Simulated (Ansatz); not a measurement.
Is this Si structure a true minimum?

The cell was found from a structure generator's guess, not taken from experiment.

Method: DFT PBE, scalar-relativistic, plane waves, PAW in Ansatz. Settings: cutoff 420 eV, Γ-centred mesh 22×22×22 on the computed 1-atom cell, Gaussian smearing of 0.10 eV; no spin polarisation.

The cell below (1 atom, space group Pm-3m (No. 221)) is relaxed within its symmetry.

```
Si
1.0
     2.53246    0.00000    0.00000
     0.00000    2.53246    0.00000
     0.00000    0.00000    2.53209
Si
1
Direct
  0.50000 0.50000 0.00000
```

For the test a repeat of it with 8 atoms (edges 5.06, 5.06, 5.06 Å) was strained at random (σ = 1.5 % a component), the atoms were moved at random (σ = 0.10 Å), and all was relaxed again on a coarse 4×4×4 mesh (in the run’s order of axes) with 0.20 eV smearing, with no symmetry imposed.

Question: Is the structure stable against such a distortion?

Answer: It doesn't return. The energy falls by 120 meV/atom on that mesh, the volume changes by -7.8 %, and the end has space group P6/mmm (No. 191) at a loose tolerance. Relaxed again on a 24×24×22 mesh with 0.10 eV smearing, the new structure lies 44 meV/atom below the first (mesh in the axes of the run's cell; the cell below is made exact in the group named). Space group P6/mmm (No. 191), hexagonal, a = 2.648 Å, c = 2.487 Å. Si has 2 Si at 2.49 Å and 6 Si at 2.65 Å.

```
Si
1.0
     2.64779    0.00000    0.00000
    -1.32390    2.29305    0.00000
     0.00000    0.00000    2.48735
Si
1
Direct
  0.00000 0.00000 0.50000
```
